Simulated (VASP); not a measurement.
# ZnSe (F-43m) in VASP: relaxation of cell and atoms with r2SCAN

Aim: the relaxation of cell and atoms of ZnSe with r2SCAN.

Everything below comes from runs of VASP 6.6.1. Logs are shortened: lines on timing, memory, paths and dates and some standing lists are left out, and cuts for length are marked.

## 1. The crystal as given

Symmetry: F-43m, No. 216, cubic system. The conventional cell has a = 5.665 Å, b = 5.665 Å, c = 5.665 Å, α = 90.00°, β = 90.00°, γ = 90.00°. Zn (site symmetry -43m) has 4 Se at 2.45 Å as nearest neighbours. Se (site symmetry -43m) has 4 Zn at 2.45 Å as nearest neighbours.

The cell is a database's computed one.

## 2. Relaxation of cell and atoms, r2SCAN

Input file INCAR:

```
PREC     = Accurate       # precision mode
ENCUT    = 600            # plane-wave cutoff, eV
EDIFF    = 1E-6           # SCF threshold, eV
ISMEAR   = 0              # smearing method
SIGMA    = 0.02           # smearing width, eV
LREAL    = F              # projectors in reciprocal space
LASPH    = T              # aspherical terms in the spheres
NELM     = 80             # most SCF steps
ALGO     = Normal         # electronic algorithm
ISIF     = 3              # what is computed and relaxed
LWAVE    = F              # write WAVECAR
LCHARG   = F              # write CHGCAR
METAGGA  = R2SCAN         # meta-GGA
LMIXTAU  = T            
IBRION   = 2              # ionic algorithm
NSW      = 40             # ionic steps
EDIFFG   = -0.01          # ionic threshold
```

Input file KPOINTS:

```
Automatic mesh
0
Gamma
  8 8 8
```

Input file POSCAR:

```
ZnSe
1.0
    0.0000000000      2.8324425400      2.8324425400
    2.8324425400      0.0000000000      2.8324425400
    2.8324425400      2.8324425400      0.0000000000
Zn Se
1 1
Direct
    0.0000000000      0.0000000000      0.0000000000
    0.2500000000      0.2500000000      0.2500000000
```

Potentials or basis: VASP PAW PBE potentials, release 64 (Zn, Se).

Command:

```
> cat potpaw_PBE.64/Zn/POTCAR potpaw_PBE.64/Se/POTCAR > POTCAR
> mpirun -np 1 vasp_std > vasp.out
```

OUTCAR:

```text
PREC = Accurate
   ENCUT = 600
   EDIFF = 1E-6
   ISMEAR = 0
   LREAL = F
   LASPH = T
   NELM = 80
   ISIF = 3
   METAGGA = R2SCAN
   IBRION = 2
   NSW = 40
   EDIFFG = -0.01

 ion  position               nearest neighbor table
   1  0.000  0.000  0.000-   2 2.45   2 2.45   2 2.45   2 2.45
   2  0.250  0.250  0.250-   1 2.45   1 2.45   1 2.45   1 2.45

  LATTYP: Found a face centered cubic cell.
 ALAT       =     5.6648850800

  Lattice vectors:

 A1 = (   0.0000000000,   2.8324425400,   2.8324425400)
 A2 = (   2.8324425400,   0.0000000000,   2.8324425400)
 A3 = (   2.8324425400,   2.8324425400,   0.0000000000)

Analysis of symmetry for initial positions (statically):
=====================================================================
 Subroutine PRICEL returns:
 Original cell was already a primitive cell.

 Routine SETGRP: Setting up the symmetry group for a
 face centered cubic supercell.

 Subroutine GETGRP returns: Found 24 space group operations
 (whereof 24 operations were pure point group operations)
 out of a pool of 48 trial point group operations.

The static configuration has the point symmetry T_d .

Analysis of symmetry for dynamics (positions and initial velocities):
=====================================================================
 Subroutine PRICEL returns:
 Original cell was already a primitive cell.

 Routine SETGRP: Setting up the symmetry group for a
 face centered cubic supercell.

 Subroutine GETGRP returns: Found 24 space group operations
 (whereof 24 operations were pure point group operations)
 out of a pool of 48 trial point group operations.

The dynamic configuration has the point symmetry T_d .

 Subroutine INISYM returns: Found 24 space group operations
 (whereof 24 operations are pure point group operations),
 and found     1 'primitive' translations

----------------------------------------------------------------------------------------

                                     Primitive cell

  volume of cell :      45.4478

  direct lattice vectors                    reciprocal lattice vectors
     0.000000000  2.832442540  2.832442540    -0.176526088  0.176526088  0.176526088
     2.832442540  0.000000000  2.832442540     0.176526088 -0.176526088  0.176526088
     2.832442540  2.832442540  0.000000000     0.176526088  0.176526088 -0.176526088

  length of vectors
     4.005678655  4.005678655  4.005678655     0.305752153  0.305752153  0.305752153

  position of ions in fractional coordinates (direct lattice)
     0.000000000  0.000000000  0.000000000
     0.250000000  0.250000000  0.250000000

  ion indices of the primitive-cell ions
   primitive index   ion index
                 1           1
                 2           2

----------------------------------------------------------------------------------------

 KPOINTS: Automatic mesh

Automatic generation of k-mesh.
 Grid dimensions read from file:
 generate k-points for:    8    8    8

 Generating k-lattice:

  Cartesian coordinates                     Fractional coordinates (reciprocal lattice)
    -0.022065761  0.022065761  0.022065761     0.125000000  0.000000000  0.000000000
     0.022065761 -0.022065761  0.022065761     0.000000000  0.125000000  0.000000000
     0.022065761  0.022065761 -0.022065761     0.000000000  0.000000000  0.125000000

  Length of vectors
     0.038219019  0.038219019  0.038219019

  Shift w.r.t. Gamma in fractional coordinates (k-lattice)
     0.000000000  0.000000000  0.000000000

 Subroutine IBZKPT returns following result:
 ===========================================

 Found     29 irreducible k-points:

 Following reciprocal coordinates:
            Coordinates               Weight
  0.000000  0.000000  0.000000      1.000000
  0.125000  0.000000  0.000000      8.000000
  0.250000  0.000000  0.000000      8.000000
  0.375000  0.000000  0.000000      8.000000
  0.500000  0.000000  0.000000      4.000000
  0.125000  0.125000  0.000000      6.000000
[... 16 lines left out ...]
  0.500000  0.250000  0.125000     48.000000
 -0.375000  0.250000  0.125000     24.000000
 [... further k-points ...]
   k-points           NKPTS =     29   k-points in BZ     NKDIM =     29   number of bands    NBANDS=     13
   number of dos      NEDOS =    301   number of ions     NIONS =      2
   total plane-waves  NPLWV =  32768
   dimension x,y,z NGX =    32 NGY =   32 NGZ =   32
   dimension x,y,z NGXF=    64 NGYF=   64 NGZF=   64
   ions per type =               1   1
   NGX,Y,Z   is equivalent  to a cutoff of  13.28, 13.28, 13.28 a.u.
   NGXF,Y,Z  is equivalent  to a cutoff of  26.56, 26.56, 26.56 a.u.
 SYSTEM =  unknown system
   PREC   = accura    normal or accurate (medium, high low for compatibility)
   ISTART =      0    job   : 0-new  1-cont  2-samecut
   ICHARG =      2    charge: 1-file 2-atom 10-const
   ISPIN  =      1    spin polarized calculation?
   LNONCOLLINEAR =      F non collinear calculations
   LSORBIT =      F    spin-orbit coupling
   LASPH  =      T    aspherical Exc in radial PAW
   ENCUT  =  600.0 eV  44.10 Ry    6.64 a.u.   8.00  8.00  8.00*2*pi/ulx,y,z
   NELM   =     80;   NELMIN=  2; NELMDL= -5     # of ELM steps
   EDIFF  = 0.1E-05   stopping-criterion for ELM
   LREAL  =      F    real-space projection
   EDIFFG = -.1E-01   stopping-criterion for IOM
   NSW    =     40    number of steps for IOM
   IBRION =      2    ionic relax: 0-MD 1-quasi-New 2-CG
   NFREE  =      1    steps in history (QN), initial steepest desc. (CG)
   ISIF   =      3    stress and relaxation
   ISYM   =      2    0-nonsym 1-usesym 2-fastsym
   POTIM  = 0.5000    time-step for ionic-motion
   TEBEG  =    0.0;   TEEND  =   0.0 temperature during run
   PSTRESS=    0.0 pullay stress
   NELECT =      18.0000    total number of electrons
   NUPDOWN=      -1.0000    fix difference up-down
   EMIN   =  10.00;   EMAX   =-10.00  energy-range for DOS
   EFERMI =   0.00;   METHOD = LEGACY
   ISMEAR =     0;   SIGMA  =   0.02  broadening in eV -4-tet -1-fermi 0-gaus
   EFERMI_NEDOS =   21; number of points for ismear=-14 and -15
   IALGO  =     38    algorithm
   IMIX   =      4    mixing-type and parameters
     AMIX     =   0.40;   BMIX     =  1.00
     AMIX_MAG =   1.60;   BMIX_MAG =  1.00
  volume/ion in A,a.u.               =      22.72       153.35
  Fermi-wavevector in a.u.,A,eV,Ry     =   1.202249  2.271922 19.665909  1.445404
  Thomas-Fermi vector in A             =   2.338036
   LORBIT       =      0    0 simple, 1 ext, 2 COOP (PROOUT), +10 PAW based schemes
   METAGGA = R2SCAN    functional components
   LHFCALC =     F    Hartree Fock is set to
   AEXX    =    0.0000 exact exchange contribution
   IVDW    =     0    specifies the selected vdW correction
   LEPSILON=     F    determine dielectric tensor
   LRPA    =     F    only Hartree local field effects (RPA)
 conjugate gradient relaxation of ions
 non-spin polarized calculation
 Gauss-broadening in eV      SIGMA  =   0.02
  energy-cutoff  :      600.00
  volume of cell :       45.45
 maximum number of plane-waves:      1540
   NGX = 17   NGY = 17   NGZ = 17

--------------------------------------- Ionic step        1  -------------------------------------------

 number of electron      17.9999990 magnetization

 Free energy of the ion-electron system (eV)
  ---------------------------------------------------
  ext. energy  EPLUGINS =         0.00000000
  ---------------------------------------------------
  free energy    TOTEN  =       -24.91069778 eV

  energy without entropy =      -24.91069778  energy(sigma->0) =      -24.91069778

------------------------ aborting loop because EDIFF is reached ----------------------------------------

  FORCE on cell =-STRESS in cart. coord.  units (eV):
  Direction    XX          YY          ZZ          XY          YZ          ZX
  --------------------------------------------------------------------------------------
  -------------------------------------------------------------------------------------
  Total        0.0293016      0.0293016      0.0293016      0.0000000     -0.0000000     -0.0000000
  in kB        1.0329711      1.0329711      1.0329711      0.0000000     -0.0000000     -0.0000000
  external PRESSURE =       1.0329711 kB  Pullay stress =       0.0000000 kB
[... 57 lines left out ...]
  energy  without entropy=      -24.9106584390  energy(sigma->0) =      -24.91065844

--------------------------------------- Ionic step        3  -------------------------------------------

 number of electron      17.9999991 magnetization

 Free energy of the ion-electron system (eV)
  ---------------------------------------------------
  ext. energy  EPLUGINS =         0.00000000
  ---------------------------------------------------
  free energy    TOTEN  =       -24.91068868 eV

  energy without entropy =      -24.91068868  energy(sigma->0) =      -24.91068868

 E-fermi :   1.4341     XC(G=0):  -9.9208

 val. band max:        1.2996426404   @ k =   0.0000   0.0000   0.0000
 cond. band min:       3.1682758226   @ k =   0.0000   0.0000   0.0000
 fundamental gap:      1.8686331822
 Fermi energy:         1.4340872330

 k-point     1 :       0.0000    0.0000    0.0000
  band No.  band energies     occupation
      1     -12.4152      2.00000
      2      -5.3953      2.00000
      3      -5.3953      2.00000
      4      -5.3953      2.00000
      5      -4.9872      2.00000
      6      -4.9872      2.00000
      7       1.2996      2.00000
      8       1.2996      2.00000
      9       1.2996      2.00000
     10       3.1683      0.00000
     11       7.6156      0.00000
     12       7.6157      0.00000
     13       7.6157      0.00000
[... 353 lines left out ...]
 k-point    24 :      -0.3750    0.2500    0.1250
  band No.  band energies     occupation
      1     -11.4636      2.00000
      2      -5.2801      2.00000
      3      -5.2437      2.00000
      4      -5.0221      2.00000
      5      -4.9812      2.00000
      6      -4.7814      2.00000
      7      -3.6487      2.00000
      8      -1.1295      2.00000
      9      -0.1884      2.00000
     10       6.0309      0.00000
     11       7.2635      0.00000
     12       9.2606      0.00000
     13      10.5365      0.00000

 [... further k-points ...]

------------------------ aborting loop because EDIFF is reached ----------------------------------------

  FORCE on cell =-STRESS in cart. coord.  units (eV):
  Direction    XX          YY          ZZ          XY          YZ          ZX
  --------------------------------------------------------------------------------------
  -------------------------------------------------------------------------------------
  Total        0.0074657      0.0074657      0.0074657     -0.0000000     -0.0000000      0.0000000
  in kB        0.2628696      0.2628696      0.2628696     -0.0000000     -0.0000000      0.0000000
  external PRESSURE =       0.2628696 kB  Pullay stress =       0.0000000 kB
[... 17 lines left out ...]
  FREE ENERGIE OF THE ION-ELECTRON SYSTEM (eV)
  ---------------------------------------------------
  free  energy   TOTEN  =       -24.9106886804 eV

  energy  without entropy=      -24.9106886804  energy(sigma->0) =      -24.91068868

 reached required accuracy - stopping structural energy minimisation
```

Wall time 71 s (1 thread of Intel Xeon 6975P-C (Granite Rapids), shared host); peak memory 0.21 GiB.

Results:

```yaml
Free_energy: -24.9107 eV
Relaxed_volume: 22.75 Å³/atom
Relaxed_cell: a = 4.007 Å, b = 4.007 Å, c = 4.007 Å, α = 60.00°, β = 60.00°, γ = 60.00°
Space_group_after_relaxing_to_0.05_Å: F-43m (No. 216)
Energy_gained_by_relaxing: 0.0 meV/atom
Ionic_steps: 3
Pressure_after_relaxing: 0.0 GPa
Band_gap_on_the_k_mesh: 1.87 eV, direct
```

Final structure:
```cif
data_structure
_symmetry_space_group_name_H-M 'P 1'
_symmetry_Int_Tables_number 1
_cell_length_a 4.0073
_cell_length_b 4.0073
_cell_length_c 4.0073
_cell_angle_alpha 60.000
_cell_angle_beta 60.000
_cell_angle_gamma 60.000
_cell_volume 45.50
loop_
_atom_site_label
_atom_site_type_symbol
_atom_site_fract_x
_atom_site_fract_y
_atom_site_fract_z
_atom_site_occupancy
Zn1 Zn 0.00000 0.00000 0.00000 1
Se1 Se 0.25000 0.25000 0.25000 1
```

Caveat: the PAW data sets were made with another functional, which shifts forces and pressure a little. r2SCAN opens gaps a little over a GGA but as a rule still falls short of measured ones.
